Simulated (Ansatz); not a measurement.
# Mo (Im-3m) in Ansatz: a series of runs, part 2 of 2

Ansatz 0.2.0. The steps go on from the part before.

### 3 Relaxation of cell and atoms, revPBE

File input.yaml:

```yaml
crystal:
  lattice:
    - [-1.5838089719, 1.5838089719, 1.5838089719]
    - [1.5838089719, -1.5838089719, 1.5838089719]
    - [1.5838089719, 1.5838089719, -1.5838089719]
  atoms:
    - { symbol: Mo, position: [0.0, 0.0, 0.0] }
hamiltonian:
  xc: revpbe
  pseudopotentials: { kind: paw }
kpoints:
  mp_grid: { grid: [12, 12, 12] }
scf:
  occupations: { method: fermi_dirac, width: 0.05 }
output:
  forces: true
  stress: true
relax:
  f_tol: 0.01
  max_steps: 40
  cell: { stress_tol: 0.05 }
```

Potentials or basis: Ansatz PAW.

Command:

```sh
ansatz run input.yaml --threads 2 --pin off --max-ram 5632MiB --backend cpu --events-out ev --progress --plain --runs-dir out
```

The log of the run:

```text
Warning: RAYON_NUM_THREADS=2 ignored (pool sized by the plan → 2); use --threads N
Engine: ansatz 0.2.0, x86_64-unknown-linux-gnu
Pseudopotentials: kind: paw
Pseudopotential: Mo, paw, valence charge 14, recommended cutoff 420 eV (normal), Mo.paw.azcp
Functional definition: revPBE
  parameter kappa = 1.245
  parameter beta = 0.06672455060314922
  exchange = pbe_x(kappa = kappa, mu = beta*pi^2/3)
  correlation = pbe_c(beta = beta)
Crystal: 1 atoms, lattice volume = 15.892 Å³
Basis set: ecut = 420 eV, 321 PW (Γ), exchange–correlation on 40×40×40 points (8 copies of the dense FFT grid, shifted against one another)
Bands: 11, of which v1, the nominal top of the filled ones, is band 7 counted from 1 (6 counted from 0)
Symmetry: 48 space group operations
Space group: Im-3m (ITA 229), of the structure as read, at distance tolerance 2.5e-5 Å
k-points: 72 of 1728
Non-local potential: Mo, projectors of the file, l = 0: 3, l = 1: 2, l = 2: 2, l = 3: 1
PAW form: soft (Blöchl's): semilocal exchange-correlation on the pseudo side does not see the compensation charge
PAW frozen core: Mo, regenerated for the run's functional, and the local potential with it (the file was generated under x = pbe(κ = 0.804, μ = 0.2195149727645171), c = pbe(β = 0.06672455060314922))
PAW one-centre angular grid: Mo, 590 points (default); XC on 64 Gauss nodes
Initial density: superposition of atomic densities (neutral atoms: chi_scale 0, normalization atom), corrected by the library's trained network
Initial wavefunctions: pseudopotential atomic-orbital guess
Functional: x = revpbe(κ = 1.245, μ = 0.2195149727645171), c = pbe(β = 0.06672455060314922)
SCF iter   1: F=—  HF=-4961.024600 eV  |F-HF|=—  |Δ(HF+E_count)|=         —  Δρ=1.90e-3  dr2=3.02e-4  ethr=1.77e-3  ⟨swp⟩=5.1  Hψ=4632  notcnv=0
preconditioner: auto → none  [metal: Δε(μ)=0.065 eV  Ē_g=8.198 eV  σ=0.050 eV  W_gap=0.31  n_scr=0 (ndim 8)  ℏωp=22.8 eV  f_vac=0.000  D(μ)=0.33/eV (n_scr^D=0)]
SCF iter   2: F=—  HF=-4961.024682 eV  |F-HF|=—  |Δ(HF+E_count)|=   8.24e-5  Δρ=9.60e-4  dr2=5.65e-5  ethr=2.15e-6  ⟨swp⟩=2.6  Hψ=1891  notcnv=0
SCF iter   3: F=—  HF=-4961.024715 eV  |F-HF|=—  |Δ(HF+E_count)|=   3.33e-5  Δρ=2.46e-4  dr2=6.80e-6  ethr=4.03e-7  ⟨swp⟩=2.1  Hψ=1295  notcnv=0
SCF iter   4: F=—  HF=-4961.024715 eV  |F-HF|=—  |Δ(HF+E_count)|=   6.82e-8  Δρ=5.28e-5  dr2=1.61e-7  ethr=4.86e-8  ⟨swp⟩=2.2  Hψ=1012  notcnv=0
iter 5 did not close the SCF: its close was put off for the readings that it lacked (scf_convergence_deferred on its scf_iter line)
SCF iter   5: F=-4961.024715 eV  HF=-4961.024715 eV  |F-HF|=1.13e-9  |Δ(HF+E_count)|=   4.68e-8  Δρ=4.46e-6  dr2=7.83e-10  ethr=1.15e-9  ⟨swp⟩=2.2  Hψ=1230  notcnv=0
SCF iter   6: F=-4961.024715 eV  HF=-4961.024715 eV  |F-HF|=4.18e-11  |Δ(HF+E_count)|=   1.05e-9  Δρ=1.13e-6  dr2=6.67e-11  ethr=5.59e-12  ⟨swp⟩=1.1  Hψ=2320  notcnv=0
SCF 1 converged in 6 iterations: F = -4961.024715 eV  dr2 = 6.67e-11
relax step   1: F+E_penalty+E_count = -4961.02471536 eV  Δ(F+E_penalty+E_count) = +0.000e0 eV  max|allowed force component| = 0.000e0 eV/Å  Δτ_max = 0.0000 Å  P = +0.605 GPa  Ω = 15.892 Å³  (6 SCF iters, dr2 threshold 1.00e-7 eV, accepted)
Crystal: 1 atoms, lattice volume = 16.007 Å³
Initial density: handed on by an earlier stage of this run
Initial wavefunctions: those handed on with the density
iter 1 solved again at ethr=9.81e-8 eV; its pass at ethr=3.10e-3 eV (dr2=1.37e-5 eV) is discarded
SCF iter   1: F=—  HF=-4961.024444 eV  |F-HF|=—  |Δ(HF+E_count)|=         —  Δρ=4.19e-4  dr2=1.21e-5  ethr=9.81e-8  ⟨swp⟩=2.1  Hψ=5565  notcnv=0
preconditioner: auto → none  [metal: Δε(μ)=0.066 eV  Ē_g=8.135 eV  σ=0.050 eV  W_gap=0.32  n_scr=0 (ndim 8)  ℏωp=22.7 eV  f_vac=0.000  D(μ)=0.33/eV (n_scr^D=0)]
SCF iter   2: F=—  HF=-4961.024448 eV  |F-HF|=—  |Δ(HF+E_count)|=   4.42e-6  Δρ=2.19e-4  dr2=2.57e-6  ethr=8.61e-8  ⟨swp⟩=1.7  Hψ=956  notcnv=0
SCF iter   3: F=—  HF=-4961.024450 eV  |F-HF|=—  |Δ(HF+E_count)|=   1.93e-6  Δρ=4.08e-5  dr2=2.49e-7  ethr=1.83e-8  ⟨swp⟩=2.0  Hψ=1251  notcnv=0
SCF iter   4: F=-4961.024450 eV  HF=-4961.024450 eV  |F-HF|=1.61e-10  |Δ(HF+E_count)|=   6.74e-8  Δρ=7.06e-6  dr2=2.32e-9  ethr=7.14e-10  ⟨swp⟩=4.0  Hψ=2493  notcnv=0
SCF 2 converged in 4 iterations: F = -4961.024450 eV  dr2 = 2.32e-9
relax step   2: F+E_penalty+E_count = -4961.02444981 eV  Δ(F+E_penalty+E_count) = +2.655e-4 eV  max|allowed force component| = 0.000e0 eV/Å  Δτ_max = 0.0000 Å  P = -1.216 GPa  Ω = 16.007 Å³  energy of the carried Pulay correction = -4.212e-5 eV  (4 SCF iters, dr2 threshold 1.00e-7 eV, rejected (line search))
Crystal: 1 atoms, lattice volume = 15.930 Å³
iter 1 solved again at ethr=4.46e-8 eV; its pass at ethr=3.10e-3 eV (dr2=6.24e-6 eV) is discarded
SCF iter   1: F=—  HF=-4961.024769 eV  |F-HF|=—  |Δ(HF+E_count)|=         —  Δρ=2.80e-4  dr2=5.36e-6  ethr=4.46e-8  ⟨swp⟩=2.1  Hψ=5513  notcnv=0
preconditioner: auto → none  [metal: Δε(μ)=0.064 eV  Ē_g=8.176 eV  σ=0.050 eV  W_gap=0.30  n_scr=0 (ndim 8)  ℏωp=22.8 eV  f_vac=0.000  D(μ)=0.33/eV (n_scr^D=0)]
SCF iter   2: F=—  HF=-4961.024772 eV  |F-HF|=—  |Δ(HF+E_count)|=   2.49e-6  Δρ=1.46e-4  dr2=1.14e-6  ethr=3.83e-8  ⟨swp⟩=1.5  Hψ=904  notcnv=0
SCF iter   3: F=—  HF=-4961.024772 eV  |F-HF|=—  |Δ(HF+E_count)|=   7.25e-7  Δρ=2.80e-5  dr2=1.19e-7  ethr=8.16e-9  ⟨swp⟩=2.0  Hψ=1278  notcnv=0
SCF iter   4: F=—  HF=-4961.024772 eV  |F-HF|=—  |Δ(HF+E_count)|=   3.44e-8  Δρ=4.95e-6  dr2=1.24e-9  ethr=8.49e-10  ⟨swp⟩=2.2  Hψ=1199  notcnv=0
SCF iter   5: F=—  HF=-4961.024772 eV  |F-HF|=—  |Δ(HF+E_count)|=  2.31e-10  Δρ=1.37e-6  dr2=2.17e-10  ethr=8.85e-12  ⟨swp⟩=2.0  Hψ=1297  notcnv=0
SCF iter   6: F=-4961.024772 eV  HF=-4961.024772 eV  |F-HF|=5.46e-12  |Δ(HF+E_count)|=  8.91e-11  Δρ=2.24e-7  dr2=5.44e-12  ethr=1.00e-12  ⟨swp⟩=3.5  Hψ=3370  notcnv=0
SCF 3 converged in 6 iterations: F = -4961.024772 eV  dr2 = 5.44e-12
relax step   3: F+E_penalty+E_count = -4961.02477243 eV  Δ(F+E_penalty+E_count) = -5.707e-5 eV  max|allowed force component| = 0.000e0 eV/Å  Δτ_max = 0.0000 Å  P = -0.005 GPa  Ω = 15.930 Å³  energy of the carried Pulay correction = -1.395e-5 eV  (6 SCF iters, accepted)
Initial wavefunctions: pseudopotential atomic-orbital guess (no wavefunctions were taken with the density)
iter 1 solved again at ethr=1.97e-8 eV; its pass at ethr=3.10e-3 eV (dr2=2.75e-6 eV) is discarded
SCF iter   1: F=—  HF=-4961.024783 eV  |F-HF|=—  |Δ(HF+E_count)|=         —  Δρ=5.25e-6  dr2=6.37e-10  ethr=1.97e-8  ⟨swp⟩=3.2  Hψ=7012  notcnv=0
preconditioner: auto → none  [metal: Δε(μ)=0.063 eV  Ē_g=8.176 eV  σ=0.050 eV  W_gap=0.30  n_scr=0 (ndim 8)  ℏωp=22.8 eV  f_vac=0.000  D(μ)=0.33/eV (n_scr^D=0)]
SCF iter   2: F=—  HF=-4961.024784 eV  |F-HF|=—  |Δ(HF+E_count)|=   3.87e-7  Δρ=2.35e-6  dr2=1.09e-10  ethr=4.55e-12  ⟨swp⟩=2.1  Hψ=1305  notcnv=0
SCF iter   3: F=-4961.024784 eV  HF=-4961.024784 eV  |F-HF|=2.73e-12  |Δ(HF+E_count)|=  1.42e-10  Δρ=3.85e-7  dr2=6.34e-12  ethr=1.00e-12  ⟨swp⟩=3.5  Hψ=3396  notcnv=0
SCF 4 converged in 3 iterations: F = -4961.024784 eV  dr2 = 6.34e-12
relax step   4: F+E_penalty+E_count = -4961.02478378 eV  Δ(F+E_penalty+E_count) = -1.135e-5 eV  max|allowed force component| = 0.000e0 eV/Å  Δτ_max = 0.0000 Å  P = -0.005 GPa  Ω = 15.930 Å³  stress off target by 5.10e-3 GPa  SCF on the basis re-selected at this cell (its energy is not comparable with the rows above)  (3 SCF iters)
basis re-selected at this cell: Δ(F+E_penalty+E_count) = -1.135e-5 eV, ΔP = -0.000 GPa vs the last step (what re-selecting the basis moved, of the pressure what is left beyond the Pulay correction that the steps carried, after the strain that the cell walked since its last selection, with what the two solves' SCF thresholds leave and, on support functions, any second-order correction that the steps lacked; it is no measure of the basis error at this ecutwfc). This SCF's stress stands 5.10e-3 GPa from its target on what of the cell is left free (relax.cell.stress_tol is 5.00e-2 GPa) and its largest allowed force component is 0.00e0 eV/Å (relax.f_tol is 1.00e-2 eV/Å): within both
SCF converged after 3 iterations
Free energy (F): -4961.024784 eV
Harris-Foulkes:  -4961.024784 eV  (|F-HF|=2.73e-12)
Internal energy: -4961.022193 eV  (E = F + TS)
E sigma→0 (E₀):  -4961.023488 eV
Entropy (-TS):   -0.002591 eV (-2.591 meV/atom)
Fermi energy:    20.656690 eV
--- Per-component energies (eV) ---
  E_band       = -60.343899
  E_kinetic    = 440.207560
  E_local      = -796.719002  (includes V_loc(G=0)·N_el)
  E_nonlocal   = 141.819641
  E_hartree    = 263.184141
  E_xc         = -183.506501
  E_vxc        = -228.822216  (∫ρ·V_xc dr)
  E_paw        = -3205.963782  (= ΣΔE_a)
  E_vpaw       = -143.198271  (= ΣTr[D̂ρ^β])
  E_aug_tail   = 0.000045  (compensation charges beyond the density's cutoff)
  E_ewald      = -1619.978708
  E_core_change = -0.065588  (= ΣΔE_core)
  E_smearing   = -0.002591  (= −TS)
  E_closure    = -0.000000  (closes the sum)
  Σ components = -4961.024784   (vs F -4961.024784, Δ=0.00e0)
--- Forces (eV/Å), atoms counted from 1 ---
  atom   1  Mo     0.00000000    -0.00000000    -0.00000000
  max |Σ_I F_I| component: 5.75e-31 eV/Å
--- Stress (GPa, compression-positive) ---
       -0.005102      -0.000000       0.000000
        0.000000      -0.005102       0.000000
       -0.000000       0.000000      -0.005102
  P = ⅓ Tr σ = -0.0051 GPa (-0.051 kbar)
--- Relaxed structure (3 steps of the walk, 2 accepted, 1 SCFs on fresh bases) ---
  F+E_penalty+E_count = -4961.02478378 eV   max|allowed force component| = 0.000e0 eV/Å   (the final SCF, on the basis selected at the relaxed cell)
  cell:  # Å, volume = 15.9296 Å³
    - [-1.585070155926468, 1.585070155926468, 1.585070155926468]
    - [1.585070155926468, -1.585070155926468, 1.585070155926468]
    - [1.585070155926468, 1.585070155926468, -1.585070155926468]
  atoms:
    - { symbol: Mo, position: [0.0, 0.0, 0.0] }
```

Run time: 1.7 s. Hardware: 2 threads of Intel Xeon at 2.70GHz, shared host; peak memory 0.31 GiB.

Results:

```yaml
Free_energy: -4961.0248 eV
Relaxed_volume: 15.93 Å³/atom
Relaxed_cell: a = 2.745 Å, b = 2.745 Å, c = 2.745 Å, α = 109.47°, β = 109.47°, γ = 109.47°
Space_group_after_relaxing_to_0.05_Å: Im-3m (No. 229)
Energy_gained_by_relaxing: 0.1 meV/atom
Ionic_steps: 3
Pressure_after_relaxing: 0.0 GPa
```

Final structure:
```xyz
1
Lattice="-1.5851 1.5851 1.5851 1.5851 -1.5851 1.5851 1.5851 1.5851 -1.5851" Properties=species:S:1:pos:R:3 pbc="T T T"
Mo    0.0000    0.0000    0.0000
```

Caveat: the plane-wave basis is chosen anew once the cell has moved, so the energies of steps on either side of that aren't comparable; the PAW data sets come from PBE, with cores solved anew for the run's functional, which leaves a small shift of forces and pressure.

### 4 Relaxation of cell and atoms, BLYP

Edit input.yaml of step 3 so:

```diff
@@ -8,3 +8,3 @@
 hamiltonian:
-  xc: revpbe
+  xc: blyp
   pseudopotentials: { kind: paw }
```

Command:

```sh
ansatz run input.yaml --threads 2 --pin off --max-ram 5632MiB --backend cpu --events-out ev --progress --plain --runs-dir out
```

It took 2.4 s on 2 threads of Intel Xeon at 2.70GHz, shared host; peak memory 0.31 GiB.

It converged, with:

* Free energy: -4969.0858 eV
* Relaxed volume: 16.40 Å³/atom
* Relaxed cell: a = 2.772 Å, b = 2.772 Å, c = 2.772 Å, α = 109.47°, β = 109.47°, γ = 109.47°
* Space group after relaxing (to 0.05 Å): Im-3m (No. 229)
* Energy gained by relaxing: 12.4 meV/atom
* Ionic steps: 4
* Pressure after relaxing: 0.0 GPa

Step by step:
```tsv
step	energy change (eV)	largest force (eV/Å)	volume (Å³)
1	0.0000	0.0000	15.89
2	-0.0121	0.0000	16.46
3	-0.0123	0.0000	16.40
4	-0.0124	0.0000	16.40
```

Final structure:
```
Mo
1.0
    -1.60056    1.60056    1.60056
     1.60056   -1.60056    1.60056
     1.60056    1.60056   -1.60056
Mo
1
Cartesian
  0.0000 0.0000 0.0000
```

Caveat: the plane-wave basis is chosen anew once the cell has moved, so the energies of steps on either side of that aren't comparable; the PAW data sets come from PBE, with cores solved anew for the run's functional, which leaves a small shift of forces and pressure.

### 5 Single point, PBE

Edit input.yaml of step 4 so:

```diff
@@ -8,3 +8,3 @@
 hamiltonian:
-  xc: blyp
+  xc: pbe
   pseudopotentials: { kind: paw }
@@ -13,3 +13,3 @@
 scf:
-  occupations: { method: fermi_dirac, width: 0.05 }
+  occupations: { method: gaussian, width: 0.012 }
 output:
@@ -17,5 +17,2 @@
   stress: true
-relax:
-  f_tol: 0.01
-  max_steps: 40
-  cell: { stress_tol: 0.05 }
+  eigenvalues: true
```

Command:

```sh
ansatz run input.yaml --threads 2 --pin off --max-ram 5632MiB --backend cpu --events-out ev --progress --plain --runs-dir out
```

It took 0.6 s on 2 threads of Intel Xeon at 2.70GHz, shared host; peak memory 0.29 GiB.

The run converged. Its results:

```yaml
Free_energy: -4956.0358 eV
Pressure: -1.9 GPa
Band_gap_on_the_k_mesh: none (metal or under the smearing width)
```

Levels at points of the mesh, in eV from the Fermi level:
```tsv
k point	band 3	band 4	band 5	band 6	band 7	band 8	band 9	band 10	band 11
(0.00, 0.00, 0.00)	-34.52	-34.52	-7.11	-1.27	-1.27	-1.27	1.69	1.69	14.73
(0.00, 0.00, -0.50)	-34.94	-34.53	-5.16	-3.26	1.62	1.71	2.32	4.68	11.43
(-0.50, -0.50, -0.50)	-35.44	-35.44	-5.25	-5.25	3.94	3.94	3.94	8.98	8.98
```

### 6 Single point, r2SCAN0

Edit input.yaml of step 5 so:

```diff
@@ -8,8 +8,8 @@
 hamiltonian:
-  xc: pbe
+  xc: r2scan0
   pseudopotentials: { kind: paw }
 kpoints:
-  mp_grid: { grid: [12, 12, 12] }
+  mp_grid: { grid: [6, 6, 6] }
 scf:
-  occupations: { method: gaussian, width: 0.012 }
+  occupations: { method: fermi_dirac, width: 0.05 }
 output:
@@ -18 +18,5 @@
   eigenvalues: true
+  write_density: true
+  write_potential: true
+  elf: true
+  volumetric_format: npy
```

Potentials or basis: Ansatz PAW.

Command:

```sh
ansatz run input.yaml --threads 2 --pin off --max-ram 5632MiB --backend cpu --events-out ev --progress --plain --runs-dir out
```

Wall time 11 s (2 threads of Intel Xeon at 2.70GHz, shared host); peak memory 0.67 GiB.

Results (log left out):

* Free energy: -4966.4523 eV
* Pressure: -10.7 GPa

Levels at points of the mesh, in eV from the Fermi level:
| k point | band 4 | band 5 | band 6 | band 7 | band 8 | band 9 | band 10 | band 11 |
| --- | --- | --- | --- | --- | --- | --- | --- | --- |
| (0.00, 0.00, 0.00) | -38.42 | -9.07 | -2.17 | -2.17 | -2.17 | 3.01 | 3.01 | 16.36 |
| (0.00, 0.00, -0.50) | -38.41 | -6.67 | -4.52 | 1.49 | 2.91 | 3.61 | 5.82 | 13.26 |
| (-0.50, -0.50, -0.50) | -39.49 | -6.53 | -6.53 | 5.07 | 5.07 | 5.07 | 10.29 | 10.29 |

Caveat: the k mesh is coarse (spacing up to 0.47 Å⁻¹), so the values aren't converged, least of all with exact exchange; the PAW data sets come from PBE, with cores solved anew for the run's functional, which leaves a small shift of forces and pressure; the thresholds are loose for stress.

### 7 Summary

```csv
task,level,cell,k mesh,cutoff (eV),smearing,mesh quality,pressure (GPa),relaxed volume (Å³/atom)
relaxation of cell and atoms,PBEsol,relaxed,12 × 12 × 12,420,fermi-dirac 0.05 eV,not flagged,0.0,15.32
relaxation of cell and atoms,revPBE,relaxed,12 × 12 × 12,420,fermi-dirac 0.05 eV,not flagged,0.0,15.93
relaxation of cell and atoms,BLYP,relaxed,12 × 12 × 12,420,fermi-dirac 0.05 eV,not flagged,0.0,16.40
single point,PBE,as given,12 × 12 × 12,420,gaussian 0.012 eV,not flagged,-1.9,-
single point,r2SCAN0,as given,6 × 6 × 6,500,fermi-dirac 0.05 eV,coarse,-10.7,-
```

Alike in all rows: potentials or basis Ansatz PAW; no spin polarisation.

Caveats: some runs use coarse meshes; the PAW data sets come from PBE, with cores solved anew for the run's functional, which leaves a small shift of forces and pressure (some runs); the plane-wave basis is chosen anew once the cell has moved, so the energies of steps on either side of that aren't comparable (some runs); the thresholds are loose for stress (some runs).

Total energies depend on the potentials used, so only differences within one code and one set of settings carry meaning.
